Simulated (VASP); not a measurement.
# VASP 6.6.1 run: MgO

INCAR

```
LCHARG = .FALSE.
NBANDS = 11
ISIF = 2
EDIFF = 1E-7
SIGMA = 0.02
ISMEAR = -1
LASPH = .TRUE.
LREAL = .FALSE.
NSW = 0
PREC = Accurate
ENCUT = 520
IBRION = -1
NELM = 69
GGA = PE
LWAVE = .FALSE.
```

KPOINTS

```
KPOINTS created by Atomic Simulation Environment
0
Gamma
7 7 7
0 0 0
```

POSCAR

```
Mg O
 1.0000000000000000
     0.0000000000000000    2.1862541120999999    2.1862541120999999
     2.1862541120999999    0.0000000000000000    2.1862541120999999
     2.1862541120999999    2.1862541120999999    0.0000000000000000
 Mg  O
   1   1
Cartesian
  0.0000000000000000  0.0000000000000000  0.0000000000000000
  2.1862541121000003  2.1862541121000003  2.1862541121000003
```

The recommended PBE PAW datasets give the neutral cell 8 valence electrons.

Command

```
mpirun -np 1 vasp_std
```

**Question.** How does this run end, and what does it give?

**Answer.** It converged. Results: gap between bands v and c on the k mesh 3.71 eV; least direct gap on the k mesh 3.71 eV; pressure -11.1 GPa. Band v is the last that the valence electrons fill when counted band by band, and c is the next.

OSZICAR

```
N       E                     dE             d eps       ncg     rms          rms(c)
DAV:   1     0.128309496189E+02    0.12831E+02   -0.42693E+03   488   0.637E+02
DAV:   2    -0.128463497879E+02   -0.25677E+02   -0.24243E+02   505   0.131E+02
DAV:   3    -0.134104584766E+02   -0.56411E+00   -0.56358E+00   545   0.164E+01
DAV:   4    -0.134118715604E+02   -0.14131E-02   -0.14130E-02   470   0.946E-01
DAV:   5    -0.134118762996E+02   -0.47392E-05   -0.47392E-05   515   0.551E-02    0.716E+00
DAV:   6    -0.118779006494E+02    0.15340E+01   -0.98097E+00   458   0.164E+01    0.245E+00
DAV:   7    -0.118562557210E+02    0.21645E-01   -0.94923E-02   461   0.243E+00    0.136E+00
DAV:   8    -0.118489188210E+02    0.73369E-02   -0.37204E-02   452   0.210E+00    0.281E-01
DAV:   9    -0.118484070131E+02    0.51181E-03   -0.68401E-04   506   0.185E-01    0.159E-01
DAV:  10    -0.118483514306E+02    0.55583E-04   -0.57046E-04   473   0.183E-01    0.755E-03
DAV:  11    -0.118483534035E+02   -0.19728E-05   -0.61154E-06   509   0.164E-02    0.655E-03
DAV:  12    -0.118483534412E+02   -0.37685E-07   -0.82743E-07   491   0.698E-03
   1 F= -.11848353E+02 E0= -.11848353E+02  d E =-.312375E-12
```

For comparison, a separate PBE run of the intended cell, on usual settings and not on those above, gives a gap of 3.71 eV on its mesh and a pressure of -11.1 GPa.
